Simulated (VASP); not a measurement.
# Os (P6_3/mmc) in VASP: further runs, part 2 of 2

VASP 6.6.1. The steps go on from the part before.

## Step 3: Relaxation of shape and atoms at fixed volume, PBE+D3(BJ) (a relaxed cell with its volume scaled by 1.06)

Contents of INCAR:

```
ALGO = Fast
EDIFF = 1E-7
EDIFFG = -0.01
ENCUT = 600
GGA = PE
IBRION = 2
ISIF = 4
ISMEAR = 1
IVDW = 12
LASPH = True
LCHARG = False
LREAL = False
LWAVE = False
NELM = 80
NSW = 40
PREC = Accurate
SIGMA = 0.1
```

Contents of KPOINTS:

```
k-points
0
Gamma
  15 15 9
```

Contents of POSCAR:

```
Os                                      
1.0
    2.7890066565      0.0000000000      0.0000000000
   -1.3945033283      2.4153506158      0.0000000000
    0.0000000000      0.0000000000      4.4111243211
  Os            
     2
Direct
     0.3333333332999970    0.6666666667000030    0.2500000000000000
     0.6666666667000030    0.3333333332999970    0.7500000000000000
```

Potentials or basis: VASP PAW PBE potentials, release 64 (Os).

On the command line:

```
$ cat potpaw_PBE.64/Os/POTCAR > POTCAR
$ mpirun -np 1 vasp_std > vasp.out
```

OUTCAR:

```text
EDIFF = 1E-7
   EDIFFG = -0.01
   ENCUT = 600
   GGA = PE
   IBRION = 2
   ISIF = 4
   ISMEAR = 1
   IVDW = 12
   LASPH = True
   LREAL = False
   NELM = 80
   NSW = 40
   PREC = Accurate
 IVDW          = 12

 ion  position               nearest neighbor table
   1  0.333  0.667  0.250-   2 2.73   2 2.73   2 2.73   2 2.73   2 2.73   2 2.73
   2  0.667  0.333  0.750-   1 2.73   1 2.73   1 2.73   1 2.73   1 2.73   1 2.73

  LATTYP: Found a hexagonal cell.
 ALAT       =     2.7890066565
 C/A-ratio  =     1.5816112560

  Lattice vectors:

 A1 = (   2.7890066565,   0.0000000000,   0.0000000000)
 A2 = (  -1.3945033283,   2.4153506158,   0.0000000000)
 A3 = (   0.0000000000,   0.0000000000,   4.4111243211)

Analysis of symmetry for initial positions (statically):
=====================================================================
 Subroutine PRICEL returns:
 Original cell was already a primitive cell.

 Routine SETGRP: Setting up the symmetry group for a
 hexagonal supercell.

[... 261 lines left out ...]
  energy without entropy =      -22.45101554  energy(sigma->0) =      -22.45009016

 E-fermi :   8.5703     XC(G=0): -13.7112

 val. band max:        8.5623406549   @ k =   0.1333  -0.0000   0.3333
 cond. band min:       8.6060484350   @ k =   0.2667   0.0667   0.0000
 fundamental gap:      0.0437077802
 Fermi energy:         8.5703186618

 k-point     1 :       0.0000    0.0000    0.0000
  band No.  band energies     occupation
      1      -1.8234      2.00000
      2       1.3453      2.00000
      3       5.7837      2.00000
      4       5.7837      2.00000
      5       6.0288      2.00000
      6       6.5479      2.00000
      7       6.5479      2.00000
      8       7.1284      2.00000
      9       7.1284      2.00000
     10       8.6279      0.18261
     11      10.1119     -0.00000
     12      10.1119     -0.00000
[... 331 lines left out ...]
 k-point    24 :       0.4000    0.2000    0.0000
  band No.  band energies     occupation
      1       2.6481      2.00000
      2       2.8931      2.00000
      3       2.9526      2.00000
      4       4.8476      2.00000
      5       5.1939      2.00000
      6       5.8693      2.00000
      7       7.0761      2.00000
      8       9.8730     -0.00000
      9      10.4127     -0.00000
     10      10.6079      0.00000
     11      13.2430      0.00000
     12      13.8487      0.00000

 [... further k-points ...]

------------------------ aborting loop because EDIFF is reached ----------------------------------------

 Edisp (eV)   -1.22985

 E8    (eV) :    -0.6042
[... 25 lines left out ...]
  FREE ENERGIE OF THE ION-ELECTRON SYSTEM (eV)
  ---------------------------------------------------
  free  energy   TOTEN  =       -23.6794785773 eV

  energy  without entropy=      -23.6808666528  energy(sigma->0) =      -23.67994127

 reached required accuracy - stopping structural energy minimisation
```

CONTCAR:

```text
Os
   1.00000000000000
     2.7913885461792143    0.0000000000022811    0.0000000000000000
    -1.3956942731376745    2.4174133927742063    0.0000000000000000
     0.0000000000000000    0.0000000000000000    4.4035995150015310
  Os
     2
Direct
     0.3333333332999970    0.6666666667000030    0.2500000000000000
     0.6666666667000030    0.3333333332999970    0.7500000000000000

  0.00000000E+00  0.00000000E+00  0.00000000E+00
  0.00000000E+00  0.00000000E+00  0.00000000E+00
```

Run time: 63 s. Hardware: 1 thread of Intel Xeon Platinum 8488C (Sapphire Rapids), shared host; peak memory 0.21 GiB.

Results:

```yaml
Free_energy: -23.6795 eV
Energy_gained_by_relaxing: 0.1 meV/atom
Ionic_steps: 3
Pressure_after_relaxing: -21.6 GPa
Band_gap_on_the_k_mesh: none (metal or under the smearing width)
Dispersion_energy_per_atom: -0.615 eV
```

Step by step:
```tsv
step	energy change (eV)	largest force (eV/Å)	pressure (GPa)
1	0.0000	0.0000	-21.64
2	0.0002	0.0000	-21.53
3	-0.0002	0.0000	-21.60
```

Final structure:
```cif
data_structure
_symmetry_space_group_name_H-M 'P 1'
_symmetry_Int_Tables_number 1
_cell_length_a 2.7914
_cell_length_b 2.7914
_cell_length_c 4.4036
_cell_angle_alpha 90.000
_cell_angle_beta 90.000
_cell_angle_gamma 120.000
_cell_volume 29.72
loop_
_atom_site_label
_atom_site_type_symbol
_atom_site_fract_x
_atom_site_fract_y
_atom_site_fract_z
_atom_site_occupancy
Os1 Os 0.33333 0.66667 0.25000 1
Os2 Os 0.66667 0.33333 0.75000 1
```

Levels at points of the mesh, in eV from the Fermi level:
```csv
k point,band 5,band 6,band 7,band 8,band 9,band 10,band 11,band 12
"(0.00, 0.00, 0.00)",-2.54,-2.02,-2.02,-1.44,-1.44,0.06,1.54,1.54
```

Caveat: pairwise dispersion overbinds metals, which lowers pressure and volume. The run has no spin-orbit coupling, so splittings on Os are missing.

## Step 4: Relaxation of cell and atoms, PBE

Contents of INCAR:

```
SYSTEM = Os
ALGO = Normal
EDIFF = 1E-6
EDIFFG = -0.01
ENCUT = 600
GGA = PE
IBRION = 2
ISIF = 3
ISMEAR = 1
LASPH = .TRUE.
LCHARG = .FALSE.
LREAL = .FALSE.
LWAVE = .FALSE.
NELM = 80
NSW = 90
PREC = Accurate
SIGMA = 0.1
```

Contents of KPOINTS:

```
k-points
0
G
  15 15 9
  0 0 0
```

Contents of POSCAR:

```
Os
1.0
    2.7341000000      0.0000000000      0.0000000000
   -1.3670500000      2.3678000565      0.0000000000
    0.0000000000      0.0000000000      4.3197000000
Os
2
Direct
    0.3333333333      0.6666666667      0.2500000000
    0.6666666667      0.3333333333      0.7500000000
```

On the command line:

```
$ cat potpaw_PBE.64/Os/POTCAR > POTCAR
$ mpirun -np 1 vasp_std > vasp.out
```

Wall time 60 s (1 thread of Intel Xeon 6975P-C (Granite Rapids), shared host); peak memory 0.2 GiB.

The run converged. Its results:

| Property | Result |
| --- | --- |
| Free energy | -22.5052 eV |
| Relaxed volume | 14.27 Å³/atom |
| Relaxed cell | a = 2.753 Å, b = 2.753 Å, c = 4.350 Å, α = 90.00°, β = 90.00°, γ = 120.00° |
| Space group after relaxing (to 0.05 Å) | P6_3/mmc (No. 194) |
| Energy gained by relaxing | 7.7 meV/atom |
| Ionic steps | 8 |
| Pressure after relaxing | 0.0 GPa |
| Band gap on the k mesh | none (metal or under the smearing width) |

The path:
```
step  energy change (eV)  largest force (eV/Å)  pressure (GPa)  volume (Å³)
   1              0.0000                0.0000            8.78        27.96
   2              0.2454                0.0000          -28.91        31.18
   3             -0.0155                0.0000           -0.34        28.57
   4             -0.0155                0.0000           -0.01        28.54
   5             -0.0155                0.0000            0.17        28.53
   6             -0.0155                0.0000            0.14        28.53
   7             -0.0155                0.0000            0.15        28.53
   8             -0.0155                0.0000           -0.03        28.55
```

Final structure:
```
Os
1.0
     2.75263    0.00000    0.00000
    -1.37631    2.38385    0.00000
     0.00000    0.00000    4.35034
Os
2
Cartesian
  0.0000 1.5892 1.0876
  1.3763 0.7946 3.2628
```

Levels at points of the mesh, in eV from the Fermi level:
```
           k point  band 5  band 6  band 7  band 8  band 9  band 10  band 11  band 12
(0.00, 0.00, 0.00)   -2.72   -2.15   -2.15   -1.51   -1.51     0.02     1.64     1.64
```

## Step 5: Overview

| task | level | cell | gap on the mesh (eV) | pressure (GPa) |
| --- | --- | --- | --- | --- |
| relaxation of shape and atoms at fixed volume | PBE+D3(BJ) | atoms relaxed at fixed volume from: a relaxed cell with its volume scaled by 1.04 | none | -15.3 |
| relaxation of shape and atoms at fixed volume | PBE+D3(BJ) | atoms relaxed at fixed volume from: a relaxed cell with its volume scaled by 1.06 | none | -21.6 |
| relaxation of cell and atoms | PBE | relaxed | none | 0.0 |

Alike in all rows: potentials or basis VASP PAW PBE potentials, release 64 (Os); no spin polarisation; k mesh 15 × 15 × 9; cutoff (eV) 600; smearing methfessel-paxton 0.1 eV.

Caveats: pairwise dispersion overbinds metals, which lowers pressure and volume (some runs).

Total energies depend on the potentials used, so only differences within one code and one set of settings carry meaning.
